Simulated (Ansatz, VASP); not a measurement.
**One calculation of Ti, two programs**

```
CELL_PARAMETERS angstrom
-1.64100 1.64100 1.64100
1.64100 -1.64100 1.64100
1.64100 1.64100 -1.64100
ATOMIC_POSITIONS crystal
Ti 0.00000 0.00000 0.00000
```

This isn't the form of Ti at room conditions, which is hcp.

Alike in both runs: task relaxation of cell and atoms; functional BLYP; dispersion D3(BJ); k mesh 13 × 13 × 13; occupations methfessel-paxton of order 1, width 0.1 eV; no spin polarisation.

|  | VASP | Ansatz |
| --- | --- | --- |
| version | VASP 6.6.1 | Ansatz 0.2.0 |
| potentials or method | VASP PAW PBE potentials, release 64 (Ti_sv) | plane waves, PAW |
| plane-wave cutoff (eV) | 600 | 517 |
| valence electrons in the cell | 12 | 12 |

```tsv
	VASP	Ansatz	Ansatz less VASP
relaxed volume (Å³/atom)	15.29	15.33	+0.032
relaxed cell length with the largest relative difference (Å)	2.708	2.710	+0.0019
energy change over the relaxation (meV/atom)	-111	-110	+1.4
```

Caveats: the PAW data sets were made with another functional, which shifts forces and pressure a little (VASP); the volume moved by -13 % from the deposited cell, more than functionals usually miss; pairwise dispersion overbinds metals, which lowers pressure and volume.
